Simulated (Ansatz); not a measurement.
The system is MnS.

```xyz
2
Lattice="0.0000 2.4735 2.4735 2.4735 0.0000 2.4735 2.4735 2.4735 0.0000" Properties=species:S:1:pos:R:3 pbc="T T T"
Mn    0.0000    0.0000    0.0000
S     3.7102    3.7102    3.7102
```

The cell is a database's computed one.

Base run:

* Program: Ansatz 0.2.0
* Functional: PBE
* Potentials or basis: all-electron LAPW, scalar-relativistic
* Cutoff: 344 eV (chosen from the basis error)
* Basis error allowed: 0.001 eV/atom
* k mesh: 9 × 9 × 9
* Occupations: fermi-dirac, width 0.05 eV
* Spin: collinear spin, ferromagnetic start
* Starting moments: [4.0, 0.0] μB

Its results: pressure 3.0 GPa; net moment 0.23 μB per cell; site moments Mn +0.22; S -0.00 μB.

**Question.** The run is repeated on the same cell with these changes: functional from PBE to PBEsol. What comes out?

**Answer.** Pressure -3.0 GPa; net moment 0.24 μB per cell; site moments Mn +0.23; S -0.00 μB.

PBEsol binds more tightly than PBE, so the same cell stands under less pressure.

Caveats: the moment fell far below its start of 4 μB, so a state of higher moment may lie lower in energy; the starting moments weren't kept.
